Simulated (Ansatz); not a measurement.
# C (Diamond): the cost of one run

Method: DFT PBEsol, frozen-core PAW, scalar-relativistic unless said, in Ansatz 0.2.0.

### 1 Starting point

The structure is cubic, space group Fd-3m (No. 227). The conventional cell has a = 3.567 Å, b = 3.567 Å, c = 3.567 Å, α = 90.00°, β = 90.00°, γ = 90.00°. C (site symmetry -43m) has 4 C at 1.54 Å as nearest neighbours.

As a file:

```
CELL_PARAMETERS angstrom
0.00000 1.78337 1.78337
1.78337 0.00000 1.78337
1.78337 1.78337 0.00000
ATOMIC_POSITIONS crystal
C 0.50000 0.50000 0.50000
C 0.75000 0.75000 0.75000
```

Cartesian axes are those of the input's lattice vectors. The structure goes back to a database entry.

### 2 Cell and atoms relaxed, PAW

Input file input.yaml:

```yaml
crystal:
  lattice:
    - [0.0, 1.78337, 1.78337]
    - [1.78337, 0.0, 1.78337]
    - [1.78337, 1.78337, 0.0]
  atoms:
    - { symbol: C, position: [0.5, 0.5, 0.5] }
    - { symbol: C, position: [0.75, 0.75, 0.75] }
kpoints:
  mp_grid: { grid: [22, 22, 22] }
scf:
  occupations: { method: fermi_dirac, width: 0.1 }
hamiltonian:
  xc: pbesol
  pseudopotentials: { kind: paw }
relax:
  f_tol: 0.002
  max_steps: 80
  cell: {}
output:
  forces: true
  stress: true
```

Launch:

```sh
> ansatz run input.yaml --threads 1 --pin off --max-ram 3072MiB --backend cpu --events-out ev --progress --plain --runs-dir out
```

Q: Estimate wall time and peak memory on 1 thread of Intel Xeon 6975P-C (Granite Rapids), shared host.

About 7.1 s, with a peak of 0.37 GiB.
